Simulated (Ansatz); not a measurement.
**Stiffness of compounds in space group Fm-3m**

The calculation used Ansatz 0.2.0, DFT, LDA, all-electron LAPW, scalar-relativistic.

All compounds have space group Fm-3m with 3 atoms in the primitive cell. V0, B0 and B0′ come from third-order Birch–Murnaghan fits to pressures at five volumes, with shape and internal coordinates held; prototypes and MP cells needn't be known phases. No run is spin-polarised.

No spin–orbit coupling, which matters for the heavy atoms here.

Be2C: Be 8c (0.250 0.750 0.750), C 4a (0.000 0.000 0.000); COD 9009053, reported; 14×14×14 mesh, smearing 0.08 eV; no spin
Al2Pt: Al 8c (0.250 0.750 0.750), Pt 4a (0.000 0.000 0.000); COD 9009032, reported; 12×12×12 mesh, smearing 0.08 eV; no spin
CdF2: Cd 4a (0.000 0.000 0.000), F 8c (0.250 0.750 0.750); COD 9009006, reported; 8×8×8 mesh, smearing 0.02 eV; no spin
Al2Au: Al 8c (0.250 0.750 0.750), Au 4a (0.000 0.000 0.000); COD 9008999, reported; 11×11×11 mesh, smearing 0.05 eV; no spin
Mg2Si: Mg 8c (0.250 0.750 0.750), Si 4a (0.000 0.000 0.000); COD 9009039, reported, may be off; 11×11×11 mesh, smearing 0.05 eV; no spin
Mg2Sn: Mg 8c (0.250 0.750 0.750), Sn 4a (0.000 0.000 0.000); COD 1537878, reported; 11×11×11 mesh, smearing 0.08 eV; no spin

(1) Order the compounds by bulk modulus, lowest first.
A. Mg2Si
B. Al2Pt
C. Be2C
D. Mg2Sn
E. Al2Au
F. CdF2

Answers

(1) D (47 GPa), A (59 GPa), E (121 GPa), F (127 GPa), B (145 GPa), C (217 GPa).
